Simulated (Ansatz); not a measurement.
## SiC: experiment and calculation

**The experiment to reproduce.**

From a printed reference work, textbook, for a bulk crystal of SiC at 300 K: lattice constant a 3.0806 Å; lattice constant c 15.1173 Å.

From a printed reference work, data compilation, for a bulk crystal of SiC at 300 K: high-frequency dielectric constant 6.52.

The results are compared with them further down.

The calculation used DFT PBE, scalar-relativistic, plane waves, PAW in Ansatz 0.2.0.

Settings: cutoff 420 eV, Γ-centred mesh 12×12×6 on the computed 4-atom cell, Gaussian smearing of 0.02 eV; no spin polarisation.

Relaxed structure, symmetry kept:

```xyz
4
Lattice="3.0918 0.0000 0.0000 -1.5459 2.6775 0.0000 0.0000 0.0000 5.0740" Properties=species:S:1:pos:R:3 pbc="T T T"
Si    0.0000    1.7850    0.0232
Si    1.5459    0.8925    2.5602
C     0.0000    1.7850    1.9303
C     1.5459    0.8925    4.4674
```

| Quantity | Value |
| --- | --- |
| Space group | P6_3mc (No. 186) |
| Volume per atom | 70.9 bohr³ |
| Formation energy from the elements' standard states (uncorrected) | -0.200 eV/atom |
| Kohn–Sham band gap | 2.31 eV, indirect from Γ to K |
| Löwdin character of the top 1 eV of the valence band | C 2p 83 %, Si 3p 13 % |
| Löwdin character of the lowest 1 eV of the conduction band | Si 3p 44 %, C 2s 15 %, C 2p 12 %, Si 3s 10 %, unprojected 20 % |
| Electron masses at the edge by Cartesian direction of the standard setting (m_e; degenerate bands sorted by energy; no spin-orbit coupling) | x: 0.44; y: 0.44; z: 0.26 |
| Hole masses at the edge by Cartesian direction of the standard setting (m_e; degenerate bands sorted by energy; no spin-orbit coupling) | x: 2.4, 0.33; y: 2.4, 0.33; z: 1.5, 1.5 |
| Bulk modulus | 213 GPa |
| Its pressure derivative | 3.9 |
| Electronic dielectric constant xx, yy, zz of the standard setting (independent particles) | 7.2, 7.2, 7.6 |
| Bader charges (e) | Si (2 in the cell) 2.76, C (2 in the cell) -2.76 |

Measured lattice constant a of SiC: 3.0806 Å (300 K; a printed reference work, textbook). This calculation gives 3.092 Å (+0.4 %). The measured c of this compound is far from this cell's, so the row may belong to another stacking. Measured lattice constant c of SiC: 15.1173 Å (300 K; a printed reference work, textbook). This calculation gives 5.074 Å (-66.4 %). So large a difference can come from the functional (as between layers that it hardly binds), but also from another choice of axes, another phase or a misread value. The calculation is for 0 K without zero-point motion. Against the measured high-frequency dielectric constant of SiC, 6.52 (300 K; a printed reference work, data compilation), the calculated 7.31 is off by +12.2 %. 2 values of this kind are on record (6.52 to 6.7); this one was drawn at random. Local fields are left out.